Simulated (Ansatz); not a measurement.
A run of Ansatz 0.2.0 is set up as follows.

Contents of run.py:

```python
import json

import ase.io
import numpy as np
from ase.calculators.calculator import CalculationFailed, Calculator
from ase.stress import full_3x3_to_voigt_6_stress
from ase.units import GPa

import ansatz as az

class AnsatzCalculator(Calculator):
    implemented_properties = ["energy", "free_energy", "forces", "stress", "magmom"]

    def calculate(self, atoms, properties, system_changes):
        super().calculate(atoms, properties, system_changes)
        structure = atoms.copy()
        structure.set_constraint()
        structure.set_momenta(None)
        structure.set_masses(None)
        outcome = (
            az.Crystal.from_ase(structure)
            .calculation()
            .basis(xc_grid=2)
            .kpoints(10, 10, 9, shift=(0.5, 0.5, 0.5))
            .functional("lda")
            .pseudopotentials(kind="paw", source="jth", xc_functional="pbe")
            .scf(tolerance=2e-10)
            .occupations(method="methfessel_paxton", width=0.15)
            .forces()
            .stress()
            .run(threads=2)
        )
        if not outcome.report["converged"]:
            raise CalculationFailed("SCF not converged")
        report = outcome.report
        self.results = {
            "free_energy": report["lagrangian_ev"],
            "energy": report["lagrangian_ev"],
            "forces": np.array(report["forces_ev_ang"]),
            "stress": -GPa * full_3x3_to_voigt_6_stress(report["stress_gpa"]),
            "magmom": report["magnetization_mub"],
        }

np.set_printoptions(precision=5, suppress=True, linewidth=110)
atoms = ase.io.read("POSCAR", format="vasp")
atoms.calc = AnsatzCalculator()
print(f"free energy {atoms.get_potential_energy():.6f} eV")
print("forces (eV/A)", atoms.get_forces(), sep="\n")
print("stress (GPa, Voigt, tension positive)", atoms.get_stress() / GPa, sep="\n")
print(f"moment {atoms.get_magnetic_moment():.4f} muB")
```

POSCAR

```
Cu
1.0
    0.0201460000      1.8053940000      1.8028630000
    1.7652640000      0.0144950000      1.8085130000
    1.8113670000      1.8571480000     -0.0316080000
Cu
1
Direct
   -0.0683020000      0.0176170000     -0.0158160000
```

Potentials or basis: JTH PAW.

Command:

```console
$ python run.py
```

Problem. What does it give for the pressure?

Solution. -12.3 GPa.

Stress tensor (GPa, compression positive):
```
-10.69  -2.53   1.57
 -2.53 -12.20   1.00
  1.57   1.00 -13.97
```

Caveat: the thresholds are loose for stress.
